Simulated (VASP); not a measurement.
# WS2 (R3m) in VASP: notebook

One crystal, WS2, is run at these levels: PBEsol, PBE; tasks: equation of state.

Everything below comes from runs of VASP 6.6.1. Logs are shortened: lines on timing, memory, paths and dates and some standing lists are left out, and cuts for length are marked.

## 1. Starting point

It takes space group R3m (No. 160, trigonal). The conventional cell has a = 3.158 Å, b = 3.158 Å, c = 18.490 Å, α = 90.00°, β = 90.00°, γ = 120.00°. W (site symmetry 3m) is surrounded by 6 S at 2.39 to 2.42 Å. Around S (site symmetry 3m) lie 3 W at 2.42 Å. Around S (site symmetry 3m) lie 3 W at 2.39 Å.

Measurements of this composition are mostly on another form, of space group No. 194.

## 2. Equation of state, PBEsol, 16.68 Å³/atom (volume scaled by 0.94)

File INCAR:

```
SYSTEM = WS2
  PREC = Accurate
  ENCUT = 520
  EDIFF = 1E-7
  ISMEAR = -1
  SIGMA = 0.05
  LREAL = .FALSE.
  LASPH = .TRUE.
  NELM = 60
  ALGO = Normal
  ISIF = 2
  LWAVE = .FALSE.
  LCHARG = .FALSE.
  GGA = PS
  NBANDS = 20
```

File KPOINTS:

```
regular mesh
0
G
  10 10 10
  0 0 0
```

File POSCAR:

```
WS2
1.0
    1.5467664657      0.8930260354      6.0375157167
   -1.5467664657      0.8930260354      6.0375157167
    0.0000000000     -1.7860520706      6.0375157167
W S
1 2
Direct
    0.0000000000      0.0000000000      0.0000000000
    0.5810000000      0.5810000000      0.5810000000
    0.7503000000      0.7503000000      0.7503000000
```

Potentials or basis: VASP PAW PBE potentials, release 64 (W_sv, S).

Started as:

```bash
$ cat potpaw_PBE.64/W_sv/POTCAR potpaw_PBE.64/S/POTCAR > POTCAR
$ mpirun -np 1 vasp_std > vasp.out
```

OUTCAR:

```text
SYSTEM = WS2
   PREC = Accurate
   ENCUT = 520
   EDIFF = 1E-7
   ISMEAR = -1
   LREAL = .FALSE.
   LASPH = .TRUE.
   NELM = 60
   ISIF = 2
   GGA = PS

 Found    116 irreducible k-points:

 Following reciprocal coordinates:
            Coordinates               Weight
  0.000000  0.000000  0.000000      1.000000
  0.100000  0.000000  0.000000      6.000000
  0.200000  0.000000  0.000000      6.000000
  0.300000  0.000000  0.000000      6.000000
  0.400000  0.000000  0.000000      6.000000
  0.500000 -0.000000  0.000000      3.000000
   k-points           NKPTS =    116   k-points in BZ     NKDIM =    116   number of bands    NBANDS=     20
   number of dos      NEDOS =    301   number of ions     NIONS =      3
   total plane-waves  NPLWV = 110592
   dimension x,y,z NGX =    48 NGY =   48 NGZ =   48
   dimension x,y,z NGXF=    96 NGYF=   96 NGZF=   96
   ions per type =               1   2
   NGX,Y,Z   is equivalent  to a cutoff of  12.67, 12.67, 12.67 a.u.
   NGXF,Y,Z  is equivalent  to a cutoff of  25.35, 25.35, 25.35 a.u.
 SYSTEM =  WS2
   PREC   = accura    normal or accurate (medium, high low for compatibility)
   ISTART =      0    job   : 0-new  1-cont  2-samecut
   ICHARG =      2    charge: 1-file 2-atom 10-const
   ISPIN  =      1    spin polarized calculation?
   LNONCOLLINEAR =      F non collinear calculations
   LSORBIT =      F    spin-orbit coupling
   LASPH  =      T    aspherical Exc in radial PAW
   ENCUT  =  520.0 eV  38.22 Ry    6.18 a.u.  11.71 11.71 11.71*2*pi/ulx,y,z
   NELM   =     60;   NELMIN=  2; NELMDL= -5     # of ELM steps
   EDIFF  = 0.1E-06   stopping-criterion for ELM
   LREAL  =      F    real-space projection
   EDIFFG = 0.1E-05   stopping-criterion for IOM
   NSW    =      0    number of steps for IOM
   IBRION =     -1    ionic relax: 0-MD 1-quasi-New 2-CG
   NFREE  =      0    steps in history (QN), initial steepest desc. (CG)
   ISIF   =      2    stress and relaxation
   ISYM   =      2    0-nonsym 1-usesym 2-fastsym
   POTIM  = 0.5000    time-step for ionic-motion
   TEBEG  =    0.0;   TEEND  =   0.0 temperature during run
   PSTRESS=    0.0 pullay stress
   NELECT =      26.0000    total number of electrons
   NUPDOWN=      -1.0000    fix difference up-down
   EMIN   =  10.00;   EMAX   =-10.00  energy-range for DOS
   EFERMI =   0.00;   METHOD = LEGACY
   ISMEAR =    -1;   SIGMA  =   0.05  broadening in eV -4-tet -1-fermi 0-gaus
   EFERMI_NEDOS =   21; number of points for ismear=-14 and -15
   IALGO  =     38    algorithm
   IMIX   =      4    mixing-type and parameters
     AMIX     =   0.40;   BMIX     =  1.00
     AMIX_MAG =   1.60;   BMIX_MAG =  1.00
  volume/ion in A,a.u.               =      16.68       112.56
  Fermi-wavevector in a.u.,A,eV,Ry     =   1.316133  2.487131 23.568098  1.732206
  Thomas-Fermi vector in A             =   2.446267
   LORBIT       =      0    0 simple, 1 ext, 2 COOP (PROOUT), +10 PAW based schemes
   GGA     = PS    functional components
   LHFCALC =     F    Hartree Fock is set to
   AEXX    =    0.0000 exact exchange contribution
   IVDW    =     0    specifies the selected vdW correction
   LEPSILON=     F    determine dielectric tensor
   LRPA    =     F    only Hartree local field effects (RPA)
 non-spin polarized calculation
  energy-cutoff  :      520.00
  volume of cell :       50.04
 maximum number of plane-waves:      1366
   NGX = 23   NGY = 23   NGZ = 23

 number of electron      25.9999998 magnetization

 Free energy of the ion-electron system (eV)
  ---------------------------------------------------
  ext. energy  EPLUGINS =         0.00000000
  ---------------------------------------------------
  free energy    TOTEN  =       -25.16006725 eV

  energy without entropy =      -25.16006662  energy(sigma->0) =      -25.16006694

 E-fermi :   8.7056     XC(G=0): -11.4232

 val. band max:        8.2717729386   @ k =   0.5000   0.5000   0.5000
 cond. band min:       9.2287029008   @ k =  -0.2000   0.2000   0.0000
 fundamental gap:      0.9569299622
 Fermi energy:         8.7056012734

 k-point     1 :       0.0000    0.0000    0.0000
  band No.  band energies     occupation
      1     -66.2882      2.00000
      2     -30.6446      2.00000
      3     -30.3921      2.00000
      4     -30.3921      2.00000
      5      -7.9324      2.00000
      6      -5.6640      2.00000
[... 12 lines left out ...]
     19      16.1983      0.00000
     20      16.8570      0.00000

 k-point     2 :       0.1000    0.0000    0.0000
  band No.  band energies     occupation
      1     -66.2857      2.00000
      2     -30.6361      2.00000
      3     -30.4381      2.00000
      4     -30.4026      2.00000
      5      -7.7416      2.00000
      6      -5.6166      2.00000
[... 12 lines left out ...]
     19      16.7381      0.00000
     20      16.9865      0.00000

 k-point     3 :       0.2000    0.0000    0.0000
  band No.  band energies     occupation
      1     -66.2792      2.00000
      2     -30.6137      2.00000
      3     -30.5568      2.00000
      4     -30.4300      2.00000
      5      -7.2091      2.00000
      6      -5.4836      2.00000
[... 12 lines left out ...]
     19      16.7088      0.00000
     20      17.2989      0.00000

 k-point     4 :       0.3000    0.0000    0.0000
  band No.  band energies     occupation
      1     -66.2712      2.00000
      2     -30.7005      2.00000
      3     -30.5858      2.00000
      4     -30.4636      2.00000
      5      -6.4573      2.00000
      6      -5.2983      2.00000
[... 12 lines left out ...]
     19      16.0367      0.00000
     20      16.6346      0.00000

 k-point     5 :       0.4000    0.0000    0.0000
  band No.  band energies     occupation
      1     -66.2647      2.00000
      2     -30.8143      2.00000
      3     -30.5632      2.00000
      4     -30.4906      2.00000
      5      -5.7215      2.00000
      6      -5.1274      2.00000
[... 12 lines left out ...]
     19      15.0063      0.00000
     20      15.8630      0.00000

 k-point     6 :       0.5000   -0.0000    0.0000
  band No.  band energies     occupation
      1     -66.2622      2.00000
      2     -30.8572      2.00000
      3     -30.5546      2.00000
      4     -30.5009      2.00000
      5      -5.3884      2.00000
      6      -5.0572      2.00000
[... 12 lines left out ...]
     19      14.7379      0.00000
     20      15.7668      0.00000

 [... further k-points ...]
[... 5 lines left out ...]
  --------------------------------------------------------------------------------------
  -------------------------------------------------------------------------------------
  Total        3.3249061      3.3249061      3.9961366      0.0000000      0.0000000      0.0000000
  in kB      106.4612537    106.4612537    127.9536030      0.0000000      0.0000000      0.0000000
  external PRESSURE =     113.6253701 kB  Pullay stress =       0.0000000 kB

 VOLUME and BASIS-vectors are now :
 -----------------------------------------------------------------------------
  energy-cutoff  :      520.00
  volume of cell :       50.04
      direct lattice vectors                 reciprocal lattice vectors
     1.546766466  0.893026035  6.037515717     0.323255004  0.186631364  0.055210346
    -1.546766466  0.893026035  6.037515717    -0.323255004  0.186631364  0.055210346
     0.000000000 -1.786052071  6.037515717     0.000000000 -0.373262727  0.055210346

 POSITION                                       TOTAL-FORCE (eV/Angst)
 -----------------------------------------------------------------------------------
      0.00000      0.00000      0.00000         0.000000     -0.000000     -0.693304
      0.00000      0.00000     10.52339         0.000000     -0.000000     -0.805606
      0.00000      0.00000     13.58984         0.000000      0.000000      1.498910
 -----------------------------------------------------------------------------------
    total drift:                                0.000000      0.000000     -0.000005

  FREE ENERGIE OF THE ION-ELECTRON SYSTEM (eV)
  ---------------------------------------------------
  free  energy   TOTEN  =       -25.1600672526 eV

  energy  without entropy=      -25.1600666238  energy(sigma->0) =      -25.16006694
```

It took 4.7 min on 1 thread of Intel Xeon Platinum 8488C (Sapphire Rapids), shared host; peak memory 0.37 GiB.

Results:

```yaml
Free_energy: -25.1601 eV
Pressure: 11.4 GPa
Largest_force: 1.499 eV/Å
Band_gap_on_the_k_mesh: 0.96 eV, indirect (least direct gap 2.39 eV)
```

Caveat: the PAW data sets were made with another functional, which shifts forces and pressure a little; spin-orbit coupling is left out, which moves the levels of the heavy elements.

## 3. Equation of state, PBEsol, 17.03 Å³/atom (volume scaled by 0.96)

INCAR is that of step 2.

KPOINTS is that of step 2.

File POSCAR:

```
WS2
1.0
    1.5576595461      0.8993151583      6.0800348339
   -1.5576595461      0.8993151583      6.0800348339
    0.0000000000     -1.7986303165      6.0800348339
W S
1 2
Direct
    0.0000000000      0.0000000000      0.0000000000
    0.5810000000      0.5810000000      0.5810000000
    0.7503000000      0.7503000000      0.7503000000
```

Potentials or basis: VASP PAW PBE potentials, release 64 (W_sv, S).

Started as:

```bash
$ cat potpaw_PBE.64/W_sv/POTCAR potpaw_PBE.64/S/POTCAR > POTCAR
$ mpirun -np 1 vasp_std > vasp.out
```

Wall time 4.5 min (1 thread of Intel Xeon Platinum 8488C (Sapphire Rapids), shared host); peak memory 0.37 GiB.

The run converged. Its results:

| Item | Value |
| --- | --- |
| Free energy | -25.2212 eV |
| Pressure | 7.0 GPa |
| Largest force | 1.051 eV/Å |
| Band gap on the k mesh | 0.99 eV, indirect (least direct gap 2.36 eV) |

Caveat: the PAW data sets were made with another functional, which shifts forces and pressure a little; spin-orbit coupling is left out, which moves the levels of the heavy elements.

## 4. Equation of state, PBEsol, 17.39 Å³/atom (volume scaled by 0.98)

INCAR is that of step 3.

KPOINTS is that of step 3.

File POSCAR:

```
WS2
1.0
    1.5684023653      0.9055175278      6.1219674337
   -1.5684023653      0.9055175278      6.1219674337
    0.0000000000     -1.8110350555      6.1219674337
W S
1 2
Direct
    0.0000000000      0.0000000000      0.0000000000
    0.5810000000      0.5810000000      0.5810000000
    0.7503000000      0.7503000000      0.7503000000
```

Started as:

```bash
$ cat potpaw_PBE.64/W_sv/POTCAR potpaw_PBE.64/S/POTCAR > POTCAR
$ mpirun -np 1 vasp_std > vasp.out
```

Wall time 4.8 min (1 thread of Intel Xeon Platinum 8488C (Sapphire Rapids), shared host); peak memory 0.37 GiB.

Results (log left out):

- Free energy: -25.2547 eV
- Pressure: 3.0 GPa
- Largest force: 0.636 eV/Å
- Band gap on the k mesh: 1.01 eV, indirect (least direct gap 2.30 eV)

Caveat: the PAW data sets were made with another functional, which shifts forces and pressure a little; spin-orbit coupling is left out, which moves the levels of the heavy elements.

## 5. Equation of state, PBEsol, 18.10 Å³/atom (volume scaled by 1.02)

INCAR is that of step 4.

KPOINTS is that of step 4.

File POSCAR:

```
WS2
1.0
    1.5894572584      0.9176735760      6.2041512999
   -1.5894572584      0.9176735760      6.2041512999
    0.0000000000     -1.8353471520      6.2041512999
W S
1 2
Direct
    0.0000000000      0.0000000000      0.0000000000
    0.5810000000      0.5810000000      0.5810000000
    0.7503000000      0.7503000000      0.7503000000
```

Started as:

```bash
$ cat potpaw_PBE.64/W_sv/POTCAR potpaw_PBE.64/S/POTCAR > POTCAR
$ mpirun -np 1 vasp_std > vasp.out
```

It took 4.8 min on 1 thread of Intel Xeon Platinum 8488C (Sapphire Rapids), shared host; peak memory 0.38 GiB.

Results (log left out):

```yaml
Free_energy: -25.2498 eV
Pressure: -3.7 GPa
Largest_force: 0.678 eV/Å
Band_gap_on_the_k_mesh: 1.05 eV, indirect (least direct gap 2.18 eV)
```

Caveat: the PAW data sets were made with another functional, which shifts forces and pressure a little; spin-orbit coupling is left out, which moves the levels of the heavy elements.

(Part 1 of 2 ends here.)
